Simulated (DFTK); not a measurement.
InP under changes of volume

One of the cells (25.167 Å³/atom); the others are scaled copies at fixed shape and fractional positions:

```xyz
2
Lattice="0.0000 2.9305 2.9305 2.9305 0.0000 2.9305 2.9305 2.9305 0.0000" Properties=species:S:1:pos:R:3 pbc="T T T"
In    0.0000    0.0000    0.0000
P     4.3957    4.3957    4.3957
```

* Program: DFTK 0.8.2
* Functional: BLYP
* Potentials or basis: in-house norm-conserving set (PBE, scalar relativistic)
* Cutoff: 952 eV
* k mesh: 5 × 5 × 5
* Occupations: fermi-dirac, width 0.05 eV
* Spin: no spin polarisation

```csv
volume (Å³/atom),energy over the lowest point (meV/atom),pressure (GPa),gap on the mesh (eV)
23.657,134.08,12.5,0.97
24.160,98.08,10.4,0.85
24.663,68.30,8.6,0.74
25.167,44.13,6.9,0.62
25.670,25.01,5.3,0.51
26.173,?,?,?
26.677,0.00,2.7,0.28
```

Task: What does the run at 26.173 Å³/atom give?

Result: Energy over the lowest point 10.45 meV/atom; pressure 4.0 GPa; gap on the mesh 0.39 eV.

Worked out: A Birch-Murnaghan fit of order 3 (a polynomial in V^(-2/3)) to the other rows has no minimum within the range. It gives 10.47 meV/atom at 26.173 Å³/atom, against the run's 10.45, and -dE/dV = 4.0 GPa, against 4.0. A straight line through the other rows of the gap, of slope -5.73 eV per unit of ln V (its deformation potential), gives 0.39 eV, against the run's 0.39.

Energies are extrapolated to zero smearing.

Caveats: the minimum lies outside the volumes run; the potentials were made for another functional, which shifts forces and pressure; spin-orbit coupling is left out, which moves the levels of the heavy elements.
